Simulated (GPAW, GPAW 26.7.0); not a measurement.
# Notebook: the gap between the N 1s and B 1s levels in hexagonal BN with GPAW

*Notes of a novice, printed with their mistakes. Don't take the settings or the reasoning as a model; a review follows at the end.*

## Background

In XPS, X-rays knock electrons out of a sample, and the electron energies tell how tightly they were bound. I want the binding energy of the nitrogen 1s electron minus that of the boron 1s electron in hexagonal boron nitride. My main value is 207.7 eV, from a 10 nm film on epigraphene, measured after mild Ar sputtering: "Highly Ordered Boron Nitride/Epigraphene Epitaxial Films on Silicon Carbide by Lateral Epitaxial Deposition" (2020, arXiv:2011.11184). A second paper, on islands grown from borazine, gives 207.5 eV: "Towards the Growth of Hexagonal Boron Nitride on Ge(001)/Si Substrates by Chemical Vapor Deposition" (2022, PubMed Central 9565924). In both cases the difference is taken between two peaks from the same paper, so a shift of the whole energy scale should drop out.

| compared with | measured | source's wording or label | method |
| --- | --- | --- | --- |
| N 1s - B 1s (eV) | 207.7 | 398.5 eV (N 1s ; less 190.8 eV for B 1s) | XPS * |
| N 1s - B 1s (eV) | 207.5 | 398.3 eV (N 1s, N-B bonds ; less 190.8 eV for B 1s) | in situ XPS, Al K-alpha |

Where a quantity has several values, deviations refer to the one marked *.

Conditions are those given with the value in the passage it was taken from; "not stated" means there, and the paper may say more elsewhere. The values are a selection: others may have been left out beforehand as unlike or outlying.

## Strategy

I want to get 207.7 eV out of GPAW. The crystal comes from the Crystallography Open Database and has 4 atoms in its cell. I will use it as it is, since it comes from a database. The program takes a 1s electron out of one atom and puts it back into the cell higher up, once for nitrogen and once for boron, and I subtract the two energies.

My target is to be within 1 eV. I chose that because it is a small part of two hundred. I will start with something quick and then change settings until the number comes out right.

System: BN; space group P6_3/mmc, 4 atoms in the base cell, a database cell; structure from the Crystallography Open Database; note on this database entry: about 0.3 % short, minor phase.

On the selection of runs and values: Besides any runs that a report passes over, these were set aside when the results were gathered: 1 cell relaxed under the stress of an incomplete basis; 4 planned but not run to their end in the time given.

## 1. Gamma point only, to get started

I am starting with the small cell and only the Gamma point. k-points are for electrons that spread through the crystal, and a 1s electron sits tight on its atom, so I think one point is enough here. I leave the cutoff at 500 eV because that sounds high. I expect to land close to 207.7 eV straight away, and then I would only have to polish the result.

**Run 1.** GPAW 26.7.0: PBE, Gamma point alone; 4-atom cell, holes 2.5 A apart (mesh 1x1x1, cutoff 500 eV, 4 atoms).

Key lines of the input:
```
atoms = Atoms(['N', 'N', 'B', 'B'],
              cell=[[2.49824, 0.0, 0.0], [-1.24912, 2.163539, 0.0], [0.0, 0.0, 6.6357]],
              scaled_positions=[[0.666667, 0.333333, 0.25], [0.333333, 0.666667, 0.75], [0.666667, 0.333333, 0.75], ...],
              pbc=(True, True, True))
params = dict(mode=PW(500),
              xc='PBE',
              kpts={'size': (1, 1, 1), 'gamma': True},
              occupations=FermiDirac(0.02),
              nbands=-8,
              maxiter=200,
              txt='gs.txt')
hole.calc = GPAW(**{**params, 'charge': -1, 'txt': f'hole{i}.txt', 'setups': {**params.get('setups', {}), i: 'hole' + params.get('setups', {}).get(atoms[i].symbol, '')}})
out['levels'][i] = hole.get_potential_energy(force_consistent=True) + hole.calc.get_reference_energy() - e0
```

Command:
```
gpaw-setup -f PBE N > setup.log
gpaw-setup -f PBE B > setup.log
gpaw-setup -f PBE --core-hole=1s,1.0 --name=hole N > setup.log
gpaw-setup -f PBE --core-hole=1s,1.0 --name=hole B > setup.log
OMP_NUM_THREADS=1 mpirun -n 4 gpaw python run.py > run.log
```

Selected lines of the output:
```
Converged in 9 steps
[energy with the hole less without, eV] N 1 1s: 407.773, B 3 1s: 199.310
```

Converged; 4.7 s on 4 cores of Intel Xeon Platinum 8488C (Sapphire Rapids), shared host.

| quantity | run 1 | measured | deviation |
| --- | --- | --- | --- |
| N 1s - B 1s (eV) | 208.46 | 207.7 | +0.76 |
| volume an atom (Å³) | 8.967 |  |  |

The difference is 208.46 eV, which is 0.76 eV too high and already inside my 1 eV. So I was right that a 1s electron doesn't care about k-points, and I can stop thinking about them.

The single energies look worse. Nitrogen gives 407.773 eV and the paper has 398.5 eV; boron gives 199.310 eV and the paper has 190.8 eV. Both are too high by roughly the same amount, so it cancels when I subtract. What is left over must come from some setting that treats the two atoms a little differently.

## 2. A wider Fermi-Dirac smearing

The input has a Fermi-Dirac width of 0.02, which looks very small to me. I have read that smearing helps a calculation settle, so I will raise it to 1 eV. The electron I take out of the 1s level has to go somewhere, and with more smearing it should find its place more easily. I expect both energies to come down, and the difference to move towards 207.7 eV. This run has a 12x12x4 mesh, which shouldn't matter after what I just saw.

**Run 2.** GPAW 26.7.0: PBE, Fermi-Dirac width 1 eV; 4-atom cell, holes 2.5 A apart (mesh 12x12x4, cutoff 500 eV, 4 atoms).

Key lines of the input, as changed from run 1:
```diff
  params = dict(mode=PW(500),
-               kpts={'size': (1, 1, 1), 'gamma': True},
-               occupations=FermiDirac(0.02),
+               kpts={'size': (12, 12, 4), 'gamma': True},
+               occupations=FermiDirac(1.0),
```

Selected lines of the output:
```
Converged in 10 steps
[energy with the hole less without, eV] N 1 1s: 407.551, B 3 1s: 195.272
```

Converged; 42 s on 4 cores of Intel Xeon 6975P-C (Granite Rapids), shared host.

| quantity | run 2 | measured | deviation |
| --- | --- | --- | --- |
| N 1s - B 1s (eV) | 212.28 | 207.7 | +4.58 |
| volume an atom (Å³) | 8.967 |  |  |

The difference went up to 212.28 eV, which is 4.58 eV too high. The smearing did this. Nitrogen hardly moved, from 407.773 to 407.551 eV, but boron fell from 199.310 to 195.272 eV. I did want the energies to come down, only not one without the other. My explanation is that boron holds its electrons less tightly, so the smearing gets at its 1s level more easily. I am going back to the small width and will leave it there.

## 3. LDA instead of PBE

With the smearing out of the way, I can work on the 0.76 eV that was left in the first run. I think that part is the functional, so I will try LDA. It is the simpler one, and a 1s level is a simple round orbital, so it may suit it better. The mesh stays at 12x12x4. I expect to be back near 208.46 eV, and hopefully a bit lower.

**Run 3.** GPAW 26.7.0: LDA, electron kept in the cell; 4-atom cell, holes 2.5 A apart (mesh 12x12x4, cutoff 500 eV, 4 atoms).

Key lines of the input, as changed from run 1:
```diff
  params = dict(mode=PW(500),
-               xc='PBE',
-               kpts={'size': (1, 1, 1), 'gamma': True},
+               xc='LDA',
+               kpts={'size': (12, 12, 4), 'gamma': True},
```

Command:
```
gpaw-setup -f LDA N > setup.log
gpaw-setup -f LDA B > setup.log
gpaw-setup -f LDA --core-hole=1s,1.0 --name=hole N > setup.log
gpaw-setup -f LDA --core-hole=1s,1.0 --name=hole B > setup.log
OMP_NUM_THREADS=1 mpirun -n 4 gpaw python run.py > run.log
```

Selected lines of the output:
```
Converged in 8 steps
[energy with the hole less without, eV] N 1 1s: 404.693, B 3 1s: 193.120
```

Converged; 28 s on 4 cores of AMD EPYC 9R45 96, shared host.

| quantity | run 3 | measured | deviation |
| --- | --- | --- | --- |
| N 1s - B 1s (eV) | 211.57 | 207.7 | +3.87 |
| volume an atom (Å³) | 8.967 |  |  |

LDA gives 211.57 eV, 3.87 eV too high, where I had hoped for something just under 208.46 eV. So LDA is bad for core levels, and PBE is the right functional for BN. The odd thing is that both single energies came out lower than in the first run, 404.693 eV for nitrogen and 193.120 eV for boron, which is closer to the paper. But boron dropped further again, as it did with the smearing. Boron seems to be the sensitive atom, whatever I change.

## 4. Back to PBE with a low cutoff

I go back to PBE and turn to the cutoff, which I haven't touched yet. As I understand it, the cutoff says up to which energy waves are allowed in. My single energies are all too high, so perhaps I am letting in too many high-energy waves. I will bring it down to 100 eV, a fifth of what I had. I expect both energies to drop, and since PBE is the good functional, the difference should settle somewhere below 208.46 eV.

**Run 4.** GPAW 26.7.0: PBE, cutoff a fifth of the usual; 4-atom cell, holes 2.5 A apart (mesh 12x12x4, cutoff 100 eV, 4 atoms).

Key lines of the input, as changed from run 1:
```diff
- params = dict(mode=PW(500),
+ params = dict(mode=PW(100),
  params = dict(mode=PW(100),
-               kpts={'size': (1, 1, 1), 'gamma': True},
+               kpts={'size': (12, 12, 4), 'gamma': True},
-               maxiter=200,
+               maxiter=60,
```

Selected lines of the output:
```
Converged in 8 steps
Free energy:      19.016908
Extrapolated:     19.016908
[energy with the hole less without, eV] N 1 1s: 439.220, B 3 1s: 202.249
```

Converged; 16 s on 4 cores of Arm Neoverse V2, shared host.

| quantity | run 4 | measured | deviation |
| --- | --- | --- | --- |
| N 1s - B 1s (eV) | 236.97 | 207.7 | +29.27 |
| volume an atom (Å³) | 8.967 |  |  |

The difference is now 236.97 eV, 29.27 eV too high. Nitrogen went up to 439.220 eV and boron to 202.249 eV, when I had expected both to drop. The run converged in 8 steps, so there is nothing wrong with the calculation itself. I take it that nitrogen needs the high-energy waves and boron mostly doesn't. That makes nitrogen the sensitive atom for the cutoff and boron the sensitive one for everything else. I am putting the cutoff back to 500 eV.

## 5. Stopping after five iterations

I have been wondering what the iterations do. As I understand it, in each one the electrons move a little to adjust to the hole. But in XPS the electron leaves very quickly, so the others can't have much time to adjust. My runs took 8 to 10 steps, which may be too much adjusting. I will allow at most 5, with PBE and the small smearing. I expect the difference to come back to about 208 eV, as in my first run.

**Run 5.** GPAW 26.7.0: PBE, at most 5 SCF iterations; 4-atom cell, holes 2.5 A apart (mesh 12x12x4, cutoff 500 eV, 4 atoms).

Key lines of the input, as changed from run 1:
```diff
  params = dict(mode=PW(500),
-               kpts={'size': (1, 1, 1), 'gamma': True},
+               kpts={'size': (12, 12, 4), 'gamma': True},
-               maxiter=200,
+               maxiter=5,
```

Selected lines of the output:
```
Cutoff: 500.0 eV
rank=2 L31:     raise KohnShamConvergenceError
rank=2 L32: gpaw.KohnShamConvergenceError
GPAW CLEANUP (node 2): <class 'gpaw.KohnShamConvergenceError'> occurred.  Calling MPI_Abort!
rank=0 L32: gpaw.KohnShamConvergenceError
SCF iterations
rank=1 L31:     raise KohnShamConvergenceError
rank=1 L32: gpaw.KohnShamConvergenceError
rank=3 L31:     raise KohnShamConvergenceError
rank=3 L32: gpaw.KohnShamConvergenceError
GPAW CLEANUP (node 0): <class 'gpaw.KohnShamConvergenceError'> occurred.  Calling MPI_Abort!
```

Not converged; 19 s on 4 cores of Intel Xeon 6975P-C (Granite Rapids), shared host.

No number this time. The output has the same error from ranks 0 to 3 and then "Calling MPI_Abort!". MPI is what lets the four cores work together, so I think they got out of step and the program shut itself down. That says nothing against my idea about the electrons having little time. I don't know how to repair MPI, though, so I am putting the limit back to 200 and leaving the iterations alone.

## 6. PBEsol, because BN is a solid

My best number is still the 208.46 eV from the first run, with PBE. There is a version called PBEsol, and the "sol" stands for solids. BN is a solid, so this should be PBE with the last bit put right. I will run it in a cell of 16 atoms, which looks more like a real crystal than 4 atoms do. The crystal is the same, so I don't expect the size to change the answer. I expect something between 207.7 and 208.46 eV.

**Run 6.** GPAW 26.7.0: PBEsol, electron kept in the cell; 16-atom cell, holes 5.0 A apart (mesh 6x6x4, cutoff 500 eV, 16 atoms).

Selected lines of the output:
```
[energy with the hole less without, eV] N 1 1s: 406.351, B 9 1s: 194.607
```

Converged; 3.9 min on 4 cores of Intel Xeon Platinum 8259CL at 2.50GHz (Skylake/Cascade Lake), shared host.

| quantity | run 6 | measured | deviation |
| --- | --- | --- | --- |
| N 1s - B 1s (eV) | 211.74 | 207.7 | +4.04 |
| volume an atom (Å³) | 8.967 |  |  |

PBEsol gives 211.74 eV, 4.04 eV too high, so it is no better than LDA, which gave 211.57 eV. The "sol" didn't help. I think it must be made for metals and other ordinary solids, and BN comes in layers. That leaves plain PBE, which I had already picked out as the right functional after the LDA run. The larger cell can't be to blame, because it is the same crystal repeated.

## 7. Plain PBE in the larger cell

I am going back to PBE and keeping the 16 atoms, so that my good number comes from a proper piece of crystal. I will use a coarser mesh, 3x3x2, because the k-points made no difference in my first run and the 6x6x4 mesh took 3.9 minutes. I expect about 208.5 eV again, and then I can write that down as my result.

**Run 7.** GPAW 26.7.0: PBE, another k-point mesh; 16-atom cell, holes 5.0 A apart (mesh 3x3x2, cutoff 500 eV, 16 atoms).

Selected lines of the output:
```
[energy with the hole less without, eV] N 1 1s: 408.100, B 9 1s: 195.983
```

Converged; 20 s on 8 cores of Arm Neoverse V2, shared host.

| quantity | run 7 | measured | deviation |
| --- | --- | --- | --- |
| N 1s - B 1s (eV) | 212.12 | 207.7 | +4.42 |
| volume an atom (Å³) | 8.967 |  |  |

I expected about 208.5 eV and got 212.12 eV, which is 4.42 eV too high. Nitrogen is nearly where it was in my first run, 408.100 eV against 407.773 eV, but boron has dropped from 199.310 to 195.983 eV. It is boron again.

The functional is plain PBE, the smearing is small and the cutoff is 500 eV, all as in the first run. So it must be the 16 atoms after all. With more atoms around it, the hole in boron gets mixed up with its neighbours, and the small cell keeps it cleaner. That would also explain PBEsol, which I ran in the large cell and may have blamed unfairly.

I am keeping the 208.46 eV from the 4-atom cell as my result. It is 0.76 eV from the measured value and inside the 1 eV I set at the start.

## Results at a glance

| run | settings | N 1s - B 1s (eV) | deviation | cost | status |
| --- | --- | --- | --- | --- | --- |
| 1 | PBE, Gamma point alone, 4-atom cell, holes 2.5 A apart (mesh 1x1x1, cutoff 500 eV, 4 atoms) | 208.46 | +0.76 | under 1 core-min |  |
| 2 | PBE, Fermi-Dirac width 1 eV, 4-atom cell, holes 2.5 A apart (mesh 12x12x4, cutoff 500 eV, 4 atoms) | 212.28 | +4.58 | 2.8 core-min |  |
| 3 | LDA, electron kept in the cell, 4-atom cell, holes 2.5 A apart (mesh 12x12x4, cutoff 500 eV, 4 atoms) | 211.57 | +3.87 | 1.9 core-min |  |
| 4 | PBE, cutoff a fifth of the usual, 4-atom cell, holes 2.5 A apart (mesh 12x12x4, cutoff 100 eV, 4 atoms) | 236.97 | +29.27 | 63 core-s |  |
| 5 | PBE, at most 5 SCF iterations, 4-atom cell, holes 2.5 A apart (mesh 12x12x4, cutoff 500 eV, 4 atoms) | – |  | 74 core-s | not converged |
| 6 | PBEsol, electron kept in the cell, 16-atom cell, holes 5.0 A apart (mesh 6x6x4, cutoff 500 eV, 16 atoms) | 211.74 | +4.04 | 16 core-min |  |
| 7 | PBE, another k-point mesh, 16-atom cell, holes 5.0 A apart (mesh 3x3x2, cutoff 500 eV, 16 atoms) | 212.12 | +4.42 | 2.6 core-min |  |
|  | measured | 207.7 |  |  |  |

## Closing entry

My result for hexagonal BN is 208.46 eV, from plain PBE in the 4-atom cell. The paper has 207.7 eV, so I am 0.76 eV too high and within the 1 eV I wanted.

Four of the other runs came out between 211.57 and 212.28 eV. At first it bothered me that they agree so well with each other, but each had something wrong with it: too much smearing, LDA, PBEsol, or too many atoms. The low cutoff was much worse, and the run with five iterations crashed because of MPI.

What I take from this is that a core level wants a small cell and a simple calculation. The 1s electron stays on its atom, so one k-point is enough, and the first run took less than a minute of core time. Boron is the difficult atom, and I still don't really know why it keeps dropping when nitrogen stays put. For another crystal I would use the settings of my first run again and leave the rest alone.

## An expert's review

Further runs made for the review:

| reviewer's run | settings | N 1s - B 1s (eV) | deviation | cost |
| --- | --- | --- | --- | --- |
| R1 | PBE, electron kept in the cell, 4-atom cell, holes 2.5 A apart (mesh 12x12x4, cutoff 500 eV, 4 atoms) | 212.80 | +5.10 | 8.6 core-min |
| R2 | PBE, electron kept in the cell, 16-atom cell, holes 5.0 A apart (mesh 6x6x4, cutoff 500 eV, 16 atoms) | 212.23 | +4.53 | 19 core-min |
| R3 | PBE with two spins, electron kept in the cell, 16-atom cell, holes 5.0 A apart (mesh 6x6x4, cutoff 500 eV, 16 atoms) | 210.26 | +2.56 | 2.1 core-h |
|  | measured | 207.7 |  |  |

Comparing a difference of two peaks from one paper was right, since it removes the charging shift. The single energies keep that shift and hang on the Fermi level, so their closeness to the paper can't judge a setting. A database origin doesn't vouch for a cell, however, and changing settings until the number fits only tunes errors. The 1 eV target, a fraction of two hundred, was arbitrary: the measured difference is good to two or three tenths.

Run 1's 208.46 eV is a chance hit. The 1s electron is local, but the valence electrons screening the hole and the electron put back need k-points. The same cell with a 12x12x4 mesh gives 212.80 eV (R1), for 8.6 core-minutes. The leftover 0.76 eV needn't come from a setting either, as the model has errors of its own.

Run 2 changed mesh and smearing together. Against R1, the smearing lowers the difference by 0.52 eV; the mesh caused the rise. Smearing acts near the Fermi level, not on boron's deep 1s level. Returning to the small width was right.

Run 3 doesn't show that LDA is bad and PBE right: at equal settings LDA lies 1.23 eV below PBE (R1), nearer the measurement, though that doesn't prove it better. Boron "keeps dropping" mainly because every run is compared with run 1, where one k-point left it too high.

In run 4 the low cutoff cripples the basis instead of removing unwanted energy, and adds 24.17 eV (R1). The positive total energy was a warning; "converged" means only that the iterations settled. Boron suffers too, standing about 7 eV above its value in run 2. Restoring 500 eV was right.

Run 5's iterations are numerical steps, not time after the electron leaves. Nor should the adjustment be cut short: the main XPS line belongs to the hole with the other electrons relaxed around it. The log names a convergence error; the MPI abort merely followed from it. Restoring the limit of 200 was the cure.

Run 6 rightly tried a larger cell, but the hole repeats with the cell, so size can matter. PBEsol was designed mainly for the structures of solids, not core levels, and BN's layers don't explain the miss. It lies 0.49 eV below PBE at the same settings (R2), and the comparison with LDA mixes two cell sizes.

Run 7 is sound for spin-paired PBE: the denser mesh gives 212.23 eV (R2), only 0.11 eV more. Blaming the 16 atoms overlooks the changed mesh. With PBE, the larger cell lowers the difference by 0.57 eV (R1 to R2) and separates the holes better. The closing entry thus discards good evidence and recommends the one-point settings that failed.

I trust R3 most, because its two spins treat the unpaired core electron that the other runs pair. It gives 210.26 eV, 1.97 eV below R2 but still 2.56 eV above the measurement. The two papers agree within 0.2 eV, and a separation near theirs is well established for hexagonal BN, so I see no ground to doubt the measurement. Sound PBE simulation doesn't reproduce it here. The functional, the electron kept near the hole and the limited cell may each contribute to the rest, and so may the cutoff, whose convergence above 500 eV is not shown in this report. How much each of these causes adds is not shown either.

[Logs are printed without paths, hosts, clocks, repeated set-up lines and the standing remarks that a program may print on its own settings, such as how far it seeks lower states.]

[The runs shown are a pick from a larger set of finished runs; failed, doubtful and other runs were left out of it ahead of writing. So were measured values far from every level or from commonly accepted values, and agreement can look better than it is. Lines of input and output are excerpts and may be shortened.]
